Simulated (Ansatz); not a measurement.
Below is a relaxed structure of Fe5Co. The cell was found from a structure generator's guess, not taken from experiment.

These are results of DFT PBE, scalar-relativistic, plane waves, PAW in Ansatz 0.2.0, not measurements. Cutoff 420 eV, Γ-centred mesh, Gaussian smearing, collinear spin.

```xyz
6
Lattice="2.5699 0.0000 0.0000 -1.2849 2.2256 0.0000 0.0000 0.0000 12.4051" Properties=species:S:1:pos:R:3 pbc="T T T"
Fe    1.2849    0.7419    8.3088
Fe    0.0000    0.0000    6.2025
Fe    0.0000    1.4837    4.0962
Fe    1.2849    0.7419    2.0033
Fe    0.0000    1.4837   10.4018
Co    0.0000    0.0000    0.0000
```

Formation energies are uncorrected and refer to the elements' standard structures at the same level.

(1) Find its symmetry and describe it.

(2) How far does it lie from the elements in energy?

(3) Is it a metal?

(4) Which magnetic moments does it keep?

## Answers

(1) P-3m1 (No. 164), with Fe and Co ordered on fcc sites. Conventional cell: a = 2.570 Å, c = 12.405 Å. Around Fe on a site of symmetry 3m lie 12 Fe at 2.57–2.58 Å; Fe on a site of symmetry -3m is surrounded by 12 Fe at 2.57–2.58 Å; around Fe on a second site of symmetry 3m lie 3 Co at 2.49 Å and 9 Fe at 2.57 Å; around Co lie 6 Fe at 2.49 Å and 6 Co at 2.57 Å.

(2) +0.12 eV/atom. A positive value: parting into the elements would lower its energy.

(3) Yes, bands cross the Fermi level on the 18×18×4 mesh.

(4) 2.42 μB per atom net, the space between the atoms included; by site: Fe 2.6 (×5); Co 1.7 μB.

The last run used collinear spin, an 18×18×4 mesh (in the run's order of axes) for its 6-atom cell and Gaussian smearing of 0.10 eV. Another magnetic order may lie lower. Symmetry constrained the relaxation, so the result can be a saddle point.
